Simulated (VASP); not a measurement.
Wanted: the native input for a VASP 6.6.1 run.

```yaml
Task: single point
Functional: PBE
Potentials_or_basis: VASP PAW PBE potentials, release 64 (Mo_sv, Si)
Cutoff: 900 eV
k_mesh: 15 × 15 × 15
Occupations: methfessel-paxton, width 0.1 eV
Spin: no spin polarisation
Further_INCAR_settings: ADDGRID = False; ALGO = Normal; EDIFF = 1e-08; NBANDS = 18
```

The structure of Si2Mo lies in POSCAR:

```
Si2Mo
1.0
   -1.6000000000      1.6000000000      3.9305000000
    1.6000000000     -1.6000000000      3.9305000000
    1.6000000000      1.6000000000     -3.9305000000
Mo Si
1 2
Direct
   -0.0128720000      0.0152880000      0.0344780000
    0.6968840000      0.6719970000      0.0123430000
    0.3571860000      0.3365870000      0.0211040000
```

The cell isn't the ideal one: grid = ENCUT=900 k=15x15x15 ISMEAR=1 SIGMA=0.1 PREC=Accurate EDIFF=1e-08 LREAL=False ADDGRID=False LASPH=True; atoms moved at random, drawn with an rms of 0.1 Å.

These files were run (other wordings do the same):

INCAR

```
ADDGRID = F ; ALGO = Normal
EDIFF = 1E-8 ; ENCUT = 900
GGA = PE ; ISIF = 2
ISMEAR = 1 ; LASPH = T
LCHARG = F ; LREAL = F
LWAVE = F ; NBANDS = 18
NELM = 100 ; PREC = Accurate
SIGMA = 0.1
```

KPOINTS

```
k-points
0
Gamma
  15 15 15
```

Potentials or basis: VASP PAW PBE potentials, release 64 (Mo_sv, Si).

Run with:

```bash
$ cat potpaw_PBE.64/Mo_sv/POTCAR potpaw_PBE.64/Si/POTCAR > POTCAR
$ mpirun -np 1 vasp_std > vasp.out
```

It gave:

- Pressure: 6.5 GPa
- Largest force: 2.880 eV/Å
- Band gap on the k mesh: none (metal or under the smearing width)

Run time: 50 min on 1 thread of Intel(R) Xeon(R) Platinum 8375C CPU @ 2.90GHz (Ice Lake) (shared host), peak memory 2.4 GiB.
